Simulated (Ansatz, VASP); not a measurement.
This is a calculation of C for Ansatz 0.2.0.

input.yaml

```yaml
crystal:
  lattice:
    - [2.4060863447, 0.0, 0.0]
    - [-1.2030431724, 2.0837318983, 0.0]
    - [0.0, 0.0, 23.6412921296]
  atoms:
    - { symbol: C, position: [0.6666666667, 0.3333333333, 0.57047544] }
    - { symbol: C, position: [0.3333333333, 0.6666666667, 0.42952456] }
    - { symbol: C, position: [0.0, 0.0, 0.42953123] }
    - { symbol: C, position: [0.0, 0.0, 0.57046877] }
hamiltonian:
  xc: lda
  pseudopotentials: { kind: paw }
kpoints:
  mp_grid: { grid: [12, 12, 2] }
scf:
  occupations: { method: fermi_dirac, width: 0.05 }
output:
  forces: true
  stress: true
  eigenvalues: true
```

Potentials or basis: Ansatz PAW.

The run is started by

```sh
$ ansatz run input.yaml --threads 1 --pin off --max-ram 3584MiB --backend cpu --events-out ev --progress --plain --runs-dir out
```

Task: Translate it to VASP 6.6.1. Potentials there: VASP PAW LDA potentials, release 64 (C).

Result: As run (the cutoff follows the program's own potentials):

File INCAR:

```
SYSTEM = C
PREC = Accurate
ENCUT = 520
EDIFF = 1E-7
ISMEAR = -1
SIGMA = 0.05
LREAL = .False.
LASPH = .True.
NELM = 60
ALGO = Normal
ISIF = 2
LWAVE = .False.
LCHARG = .False.
GGA = CA
NBANDS = 16
```

File KPOINTS:

```
regular mesh
0
Gamma
  12 12 2
  0 0 0
```

POSCAR

```
C
1.0
    2.4060863447      0.0000000000      0.0000000000
   -1.2030431724      2.0837318983      0.0000000000
    0.0000000000      0.0000000000     23.6412921296
C
4
Direct
    0.6666666667      0.3333333333      0.5704754400
    0.3333333333      0.6666666667      0.4295245600
    0.0000000000      0.0000000000      0.4295312300
    0.0000000000      0.0000000000      0.5704687700
```

Potentials or basis: VASP PAW LDA potentials, release 64 (C).

The run is started by

```sh
$ cat potpaw_LDA.64/C/POTCAR > POTCAR
$ mpirun -np 1 vasp_std > vasp.out
```

Both were run:

|  | VASP | Ansatz | Ansatz less VASP |
| --- | --- | --- | --- |
| gap on the k mesh at the Fermi level (eV) | none | none | - |
| rms of the force components (eV/Å) | 0.008 | 0.008 | 0.0000 |

Atom by atom the forces differ by 0.000 eV/Å (rms over components). A gap of «none» marks a metal or a gap that the smearing closes.

Caveats: the PAW data sets come from PBE, with cores solved anew for the run's functional, which leaves a small shift of forces and pressure (Ansatz).
